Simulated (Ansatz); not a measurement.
# hcp against bcc along groups 8 to 10

The calculation used DFT, PBEsol, plane waves (420 eV) with PAW, scalar-relativistic (Ansatz). (PAW data from PBE, frozen cores regenerated.)

Each structure is relaxed within its symmetry, in the lowest magnetic state of the tried starts. Differences under about 8 meV lie within the error of the k-point mesh.

| element | E(hcp) − E(bcc) (meV/atom) | V(hcp) (Å³/atom) | V(bcc) (Å³/atom) | state of hcp | state of bcc |
| --- | --- | --- | --- | --- | --- |
| Fe | -28 | 9.83 | 10.84 | spin not included | ferromagnetic |
| Ru | -664 | 13.32 | 13.77 | non-magnetic | spin not included |
| Os | -924 | 13.89 | 14.36 | spin not included | spin not included |
| Co | -114 | 10.34 | 10.58 | ferromagnetic | ferromagnetic |
| Rh | -348 | 13.58 | 13.92 | spin not included | spin not included |
| Ir | ? | ? | ? | ? | ? |
| Ni | -80 | 10.41 | 10.46 | ferromagnetic | ferromagnetic |
| Pd | -20 | 14.64 | 14.68 | spin not included | non-magnetic |
| Pt | -47 | 15.15 | 15.23 | spin not included | spin not included |

Fill in the row of Ir.

E(hcp) − E(bcc) (meV/atom): -602; V(hcp) (Å³/atom): 14.13; V(bcc) (Å³/atom): 14.57; state of hcp: spin not included; state of bcc: spin not included.
